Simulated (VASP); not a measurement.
# Sn (Fd-3m) in VASP: notebook

One crystal, Sn, is run at these levels: PBE; tasks: relaxation of cell and atoms.

All numbers are computed with VASP 6.6.1; they aren't measurements. Logs are shortened: lines on timing, memory, paths and dates and some standing lists are left out, and cuts for length are marked.

**1. The structure**

It takes space group Fd-3m (No. 227, cubic). The conventional cell has a = 6.467 Å, b = 6.467 Å, c = 6.467 Å, α = 90.00°, β = 90.00°, γ = 90.00°. Sn (site symmetry -43m) has 4 Sn at 2.80 Å as nearest neighbours.

This isn't the form of Sn at room conditions, which is tetragonal (white tin).

**2. Relaxation of cell and atoms, PBE, non-collinear spin, zero start, spin-orbit coupling**

File INCAR:

```
SYSTEM = Sn
ALGO     = Normal         ! electronic algorithm
EDIFF    = 1E-7           ! SCF threshold, eV
EDIFFG   = -0.002         ! ionic threshold
ENCUT    = 520            ! plane-wave cutoff, eV
GGA      = PE             ! functional
GGA_COMPAT= .False.      
IBRION   = 2              ! ionic algorithm
ISIF     = 3              ! what is computed and relaxed
ISMEAR   = 0              ! smearing method
KPAR     = 4            
LASPH    = .True.         ! aspherical terms in the spheres
LCHARG   = .False.        ! write CHGCAR
LORBIT   = 11             ! projections on sites
LREAL    = .False.        ! projectors in reciprocal space
LSORBIT  = .True.         ! spin-orbit coupling
LWAVE    = .False.        ! write WAVECAR
MAGMOM   = 0 0 0 0 0 0    ! initial moments
NELM     = 60             ! most SCF steps
NSW      = 80             ! ionic steps
PREC     = Accurate       ! precision mode
SIGMA    = 0.02           ! smearing width, eV
```

File KPOINTS:

```
k-points
0
Gamma
  8 8 8
  0 0 0
```

File POSCAR:

```
Sn
1.0
    0.0000000000      3.2333428000      3.2333428000
    3.2333428000      0.0000000000      3.2333428000
    3.2333428000      3.2333428000      0.0000000000
Sn
2
Direct
    0.0000000000      0.0000000000      0.0000000000
    0.2500000000      0.2500000000      0.2500000000
```

Potentials or basis: VASP PAW PBE potentials, release 64 (Sn_d).

Run with:

```
cat potpaw_PBE.64/Sn_d/POTCAR > POTCAR
mpirun -np 4 vasp_ncl > vasp.out
```

OUTCAR:

```text
SYSTEM = Sn
   EDIFF = 1E-7
   EDIFFG = -0.002
   ENCUT = 520
   GGA = PE
   IBRION = 2
   ISIF = 3
   ISMEAR = 0
   LASPH = .True.
   LORBIT = 11
   LREAL = .False.
   LSORBIT = .True.
   NELM = 60
   NSW = 80
   PREC = Accurate

 ion  position               nearest neighbor table
   1  0.000  0.000  0.000-   2 2.80   2 2.80   2 2.80   2 2.80
   2  0.250  0.250  0.250-   1 2.80   1 2.80   1 2.80   1 2.80

  LATTYP: Found a face centered cubic cell.
 ALAT       =     6.4666856000

  Lattice vectors:

 A1 = (   0.0000000000,   3.2333428000,   3.2333428000)
 A2 = (   3.2333428000,   0.0000000000,   3.2333428000)
 A3 = (   3.2333428000,   3.2333428000,   0.0000000000)

Analysis of symmetry for initial positions (statically):
=====================================================================
 Subroutine PRICEL returns:
 Original cell was already a primitive cell.

 Routine SETGRP: Setting up the symmetry group for a
 face centered cubic supercell.

 Subroutine GETGRP returns: Found 48 space group operations
 (whereof 24 operations were pure point group operations)
 out of a pool of 48 trial point group operations.

The static configuration has the point symmetry T_d .
 The point group associated with its full space group is O_h .

Analysis of symmetry for dynamics (positions and initial velocities):
=====================================================================
 Subroutine PRICEL returns:
 Original cell was already a primitive cell.

 Routine SETGRP: Setting up the symmetry group for a
 face centered cubic supercell.

 Subroutine GETGRP returns: Found 48 space group operations
 (whereof 24 operations were pure point group operations)
 out of a pool of 48 trial point group operations.

The dynamic configuration has the point symmetry T_d .
 The point group associated with its full space group is O_h .

Analysis of structural, dynamic, and magnetic symmetry:
=====================================================================
 Subroutine PRICEL returns:
 Original cell was already a primitive cell.

 Routine SETGRP: Setting up the symmetry group for a
 face centered cubic supercell.

 Subroutine GETGRP returns: Found 48 space group operations
 (whereof 24 operations were pure point group operations)
 out of a pool of 48 trial point group operations.

The overall configuration has the point symmetry T_d .
 The point group associated with its full space group is O_h .
[... 168 lines left out ...]
      3     -16.4338      1.00000
      4     -16.4338      1.00000
      5     -16.3344      1.00000
      6     -16.3344      1.00000
[... 1166 lines left out ...]
 number of electron      28.0000009 magnetization      -0.0000000      0.0000000      0.0000000

 number of electron      28.0000009 magnetization      -0.0000000     -0.0000000      0.0000000

 Free energy of the ion-electron system (eV)
  ---------------------------------------------------
  ext. energy  EPLUGINS =         0.00000000
  ---------------------------------------------------
  free energy    TOTEN  =        -7.79851505 eV

  energy without entropy =       -7.79834747  energy(sigma->0) =       -7.79843126

 E-fermi :   4.7990     XC(G=0):  -8.5406

 val. band max:        4.7944706154   @ k =   0.3750   0.0000   0.0000
 cond. band min:       4.8880718164   @ k =   0.1250   0.0000   0.0000
 fundamental gap:      0.0936012010
 Fermi energy:         4.7989768565

 k-point     1 :       0.0000    0.0000    0.0000
  band No.  band energies     occupation
      1     -17.2019      1.00000
      2     -17.2019      1.00000
      3     -17.2019      1.00000
      4     -17.2019      1.00000
      5     -17.1215      1.00000
      6     -17.1215      1.00000
[... 956 lines left out ...]
  FREE ENERGIE OF THE ION-ELECTRON SYSTEM (eV)
  ---------------------------------------------------
  free  energy   TOTEN  =        -7.7985150544 eV

  energy  without entropy=       -7.7983474722  energy(sigma->0) =       -7.79843126

 reached required accuracy - stopping structural energy minimisation

 Spin-Orbit-Coupling matrix elements

 Ion:    1  E_soc:     -0.1173070
 l=   1
     0.0000000    -0.0133589    -0.0133589
    -0.0133589     0.0000000    -0.0133589
    -0.0133589    -0.0133589     0.0000000
 l=   2
     0.0000000    -0.0012241     0.0000000    -0.0012241    -0.0049681
    -0.0012241     0.0000000    -0.0037261    -0.0012241    -0.0012420
     0.0000000    -0.0037261     0.0000000    -0.0037261     0.0000000
    -0.0012241    -0.0012241    -0.0037261     0.0000000    -0.0012420
    -0.0049681    -0.0012420     0.0000000    -0.0012420     0.0000000
 l=   3
     0.0000000     0.0000000     0.0000000     0.0000000     0.0000000     0.0000000     0.0000000
     0.0000000     0.0000000     0.0000000     0.0000000     0.0000000     0.0000000     0.0000000
     0.0000000     0.0000000     0.0000000     0.0000000     0.0000000     0.0000000     0.0000000
     0.0000000     0.0000000     0.0000000     0.0000000     0.0000000     0.0000000     0.0000000
     0.0000000     0.0000000     0.0000000     0.0000000     0.0000000     0.0000000     0.0000000
     0.0000000     0.0000000     0.0000000     0.0000000     0.0000000     0.0000000     0.0000000
     0.0000000     0.0000000     0.0000000     0.0000000     0.0000000     0.0000000     0.0000000

 Ion:    2  E_soc:     -0.1173070
 l=   1
     0.0000000    -0.0133589    -0.0133589
    -0.0133589     0.0000000    -0.0133589
    -0.0133589    -0.0133589     0.0000000
 l=   2
     0.0000000    -0.0012241     0.0000000    -0.0012241    -0.0049681
    -0.0012241     0.0000000    -0.0037261    -0.0012241    -0.0012420
     0.0000000    -0.0037261     0.0000000    -0.0037261     0.0000000
    -0.0012241    -0.0012241    -0.0037261     0.0000000    -0.0012420
    -0.0049681    -0.0012420     0.0000000    -0.0012420     0.0000000
 l=   3
     0.0000000     0.0000000     0.0000000     0.0000000     0.0000000     0.0000000     0.0000000
     0.0000000     0.0000000     0.0000000     0.0000000     0.0000000     0.0000000     0.0000000
     0.0000000     0.0000000     0.0000000     0.0000000     0.0000000     0.0000000     0.0000000
     0.0000000     0.0000000     0.0000000     0.0000000     0.0000000     0.0000000     0.0000000
     0.0000000     0.0000000     0.0000000     0.0000000     0.0000000     0.0000000     0.0000000
     0.0000000     0.0000000     0.0000000     0.0000000     0.0000000     0.0000000     0.0000000
     0.0000000     0.0000000     0.0000000     0.0000000     0.0000000     0.0000000     0.0000000

 total charge

# of ion       s       p       d       tot
------------------------------------------
    1        1.179   1.137   9.960  12.277
    2        1.179   1.137   9.960  12.277
--------------------------------------------------
tot          2.358   2.275  19.920  24.553

 magnetization (x)

# of ion       s       p       d       tot
------------------------------------------
    1        0.000  -0.000   0.000   0.000
    2        0.000  -0.000   0.000  -0.000
--------------------------------------------------
tot          0.000  -0.000   0.000  -0.000

 magnetization (y)

# of ion       s       p       d       tot
------------------------------------------
    1       -0.000  -0.000   0.000  -0.000
    2        0.000  -0.000   0.000  -0.000
--------------------------------------------------
tot         -0.000  -0.000   0.000  -0.000

 magnetization (z)

# of ion       s       p       d       tot
------------------------------------------
    1       -0.000  -0.000   0.000  -0.000
    2       -0.000  -0.000   0.000  -0.000
--------------------------------------------------
tot         -0.000  -0.000   0.000  -0.000
```

OSZICAR:

```text
N       E                     dE             d eps       ncg     rms          rms(c)
DAV:   1     0.279093843307E+03    0.27909E+03   -0.14187E+04  2128   0.227E+03
DAV:   2     0.315125928024E+02   -0.24758E+03   -0.24303E+03  2096   0.579E+02
DAV:   3    -0.595393742945E+01   -0.37467E+02   -0.37046E+02  2388   0.200E+02
[... 65 lines left out ...]
DAV:   1    -0.779851664698E+01   -0.16423E-05   -0.36193E-05  2564   0.104E-01    0.689E-03
DAV:   2    -0.779851501505E+01    0.16319E-05   -0.24197E-06  2468   0.268E-02    0.311E-03
DAV:   3    -0.779851479088E+01    0.22417E-06   -0.95121E-07  2440   0.163E-02    0.549E-04
DAV:   4    -0.779851496877E+01   -0.17789E-06   -0.31523E-08  1140   0.242E-03    0.285E-04
DAV:   5    -0.779851505436E+01   -0.85583E-07   -0.65616E-09  1044   0.102E-03
   7 F= -.77985151E+01 E0= -.77984313E+01  d E =-.125104E-04  mag=     0.0000     0.0000    -0.0000
```

It took 2.3 min on 4 MPI ranks of Intel Xeon 6975P-C (Granite Rapids), shared host; peak memory 0.47 GiB.

What came out:

* Free energy: -7.7985 eV
* Relaxed volume: 36.92 Å³/atom
* Relaxed cell: a = 4.709 Å, b = 4.709 Å, c = 4.709 Å, α = 60.00°, β = 60.00°, γ = 60.00°
* Space group after relaxing (to 0.05 Å): Fd-3m (No. 227)
* Energy gained by relaxing: 33.5 meV/atom
* Ionic steps: 7
* Pressure after relaxing: 0.0 GPa
* Net moment: 0.00 μB per cell
* Valence electrons inside the program's atomic spheres: Sn 12.28

The path:
```
step  energy change (eV)  largest force (eV/Å)  pressure (GPa)  volume (Å³)
   1              0.0000                0.0000            3.75        67.61
   2             -0.0622                0.0000           -0.82        75.66
   3             -0.0670                0.0000            0.02        73.78
   4             -0.0670                0.0000           -0.04        73.91
   5             -0.0670                0.0000            0.03        73.82
   6             -0.0670                0.0000           -0.01        73.84
   7             -0.0670                0.0000            0.00        73.83
```

Final structure:
```
Sn
1.0
     0.00000    3.32968    3.32968
     3.32968    0.00000    3.32968
     3.32968    3.32968    0.00000
Sn
2
Direct
  0.00000 0.00000 0.00000
  0.25000 0.25000 0.25000
```

Moments on the atoms (μB; x, y, z):
```
Sn  0.00 0.00 0.00
Sn  0.00 0.00 0.00
```

PBE usually gives volumes a little too large and moduli too small. Zero-point motion and thermal expansion aren't in these numbers.

**3. Relaxation of cell and atoms, PBE, non-collinear spin, zero start, spin-orbit coupling**

This run uses another cell than the first one, of 36.92 Å³/atom, 1.092 times its volume.

INCAR is that of step 2.

KPOINTS is that of step 2.

File POSCAR:

```
Sn                                      
1.0
    0.0000000000      3.3296766927      3.3296766927
    3.3296766927      0.0000000000      3.3296766927
    3.3296766927      3.3296766927     -0.0000000000
  Sn            
     2
Direct
     0.0000000000000000    1.0000000000000000    0.0000000000000000
     0.2500000000000000    0.2500000000000000    0.2500000000000000
```

Potentials or basis: VASP PAW PBE potentials, release 64 (Sn_d).

Run with:

```
cat potpaw_PBE.64/Sn_d/POTCAR > POTCAR
mpirun -np 4 vasp_ncl > vasp.out
```

Wall time 41 s (4 MPI ranks of Intel Xeon 6975P-C (Granite Rapids), shared host); peak memory 0.44 GiB.

Results (log left out):

- Free energy: -7.8002 eV
- Relaxed volume: 36.90 Å³/atom
- Relaxed cell: a = 4.708 Å, b = 4.708 Å, c = 4.708 Å, α = 60.00°, β = 60.00°, γ = 60.00°
- Space group after relaxing (to 0.05 Å): Fd-3m (No. 227)
- Energy gained by relaxing: 0.0 meV/atom
- Ionic steps: 2
- Pressure after relaxing: 0.0 GPa
- Net moment: 0.00 μB per cell
- Valence electrons inside the program's atomic spheres: Sn 12.28

Final structure:
```
Sn
1.0
     0.00000    3.32926    3.32926
     3.32926    0.00000    3.32926
     3.32926    3.32926    0.00000
Sn
2
Direct
  0.00000 0.00000 0.00000
  0.25000 0.25000 0.25000
```

Moments on the atoms (μB; x, y, z):
```
Sn  0.00 0.00 0.00
Sn  0.00 0.00 0.00
```
